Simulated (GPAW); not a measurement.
## WS2: single point with TB-mBJ

WS2:

```
W S
1.0
     1.57900    0.91164    6.16333
    -1.57900    0.91164    6.16333
     0.00000   -1.82327    6.16333
W S
1 2
Direct
  0.00000 0.00000 0.00000
  0.58100 0.58100 0.58100
  0.75030 0.75030 0.75030
```

Measurements of this composition are mostly on another form, of space group No. 194.

```json
{
 "Program": "GPAW 26.7.0",
 "Task": "single point",
 "Functional": "TB-mBJ",
 "Potentials or basis": "GPAW PAW data sets for LDA (gpaw-data 1.2.1)",
 "Cutoff": "600 eV",
 "Basis": "pw",
 "k mesh": "8 × 8 × 8",
 "Occupations": "fermi-dirac, width 0.05 eV",
 "Spin": "no spin polarisation"
}
```

The band gap on the k mesh is 1.38 eV, indirect (least direct gap 2.38 eV).

Levels at points of the mesh, in eV from the valence-band top:
```
           k point  band 10  band 11  band 12  band 13  band 14  band 15  band 16  band 17
(0.00, 0.00, 0.00)    -2.51    -2.51    -1.78    -1.10     2.31     2.31     2.59     2.59
(0.50, 0.00, 0.00)    -4.35    -2.76    -2.03    -1.67     2.41     2.83     3.87     4.00
(0.50, 0.50, 0.00)    -4.27    -3.32    -2.21    -1.52     2.36     2.92     3.48     4.47
(0.50, 0.50, 0.50)    -3.66    -2.48    -2.48     0.00     2.38     2.38     2.47     2.47
```

Wall time 8.4 min on 1 thread of Arm Neoverse V2, with other jobs on the host, peak memory 0.48 GiB.

Caveat: a model potential gives levels but no total energy; spin-orbit coupling is left out, which moves the levels of the heavy elements. A k mesh can miss the band edges.
